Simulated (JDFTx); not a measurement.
The system is As.

```
CELL_PARAMETERS angstrom
1.88080 1.08588 3.51406
-1.88080 1.08588 3.51406
0.00000 -2.17176 3.51406
ATOMIC_POSITIONS crystal
As 0.22600 0.22600 0.22600
As 0.77400 0.77400 0.77400
```

* Program: JDFTx 1.7.0 (patched build)
* Task: relaxation of cell and atoms
* Functional: SCAN
* Potentials or basis: SG15-PBE-1.2 with smoothed tails
* Cutoff: 1088 eV
* Density cutoff: 8708 eV
* k mesh: 3 × 3 × 3
* Occupations: fermi-dirac, width 0.05 eV
* Spin: no spin polarisation

At the start: pressure 4.5 GPa; volume 21.53 Å³/atom.

Question: How do energy, volume and symmetry change on relaxing?

Answer: Over 11 steps the energy falls by 31.4 meV/atom and the volume is 22.44 Å³/atom (+4.2 %); space group R-3m (No. 166, to 0.05 Å).

The path:
| step | energy change (eV) | largest force (eV/Å) | pressure (GPa) | volume (Å³) |
| --- | --- | --- | --- | --- |
| 1 | 0.0000 | 0.0783 | 4.52 | 43.06 |
| 2 | -0.0152 | 0.0151 | 3.47 | 43.46 |
| 3 | -0.0417 | 0.1013 | 1.39 | 44.43 |
| 4 | -0.0573 | 0.0005 | -0.37 | 45.52 |
| 5 | -0.0604 | 0.0357 | -0.10 | 45.25 |
| 6 | -0.0622 | 0.0252 | 0.10 | 44.89 |
| 7 | -0.0626 | 0.0002 | -0.11 | 45.03 |
| 8 | -0.0628 | 0.0081 | -0.02 | 44.95 |
| 9 | -0.0629 | 0.0021 | -0.01 | 44.91 |
| 10 | -0.0629 | 0.0011 | -0.01 | 44.89 |
| 11 | -0.0629 | 0.0013 | 0.01 | 44.88 |

Final structure:
```yaml
crystal:
  lattice:
    - [1.94858, 1.12501, 3.41175]
    - [-1.94858, 1.12501, 3.41175]
    - [0.00000, -2.25003, 3.41175]
  atoms:
    - { symbol: As, position: [0.22527, 0.22527, 0.22527] }
    - { symbol: As, position: [0.77473, 0.77473, 0.77473] }
```

Caveat: the k mesh is coarse (spacing up to 0.67 Å⁻¹), so the values aren't converged; meta-GGA forces are noisy on this grid; the potentials were made for another functional, which shifts forces and pressure.
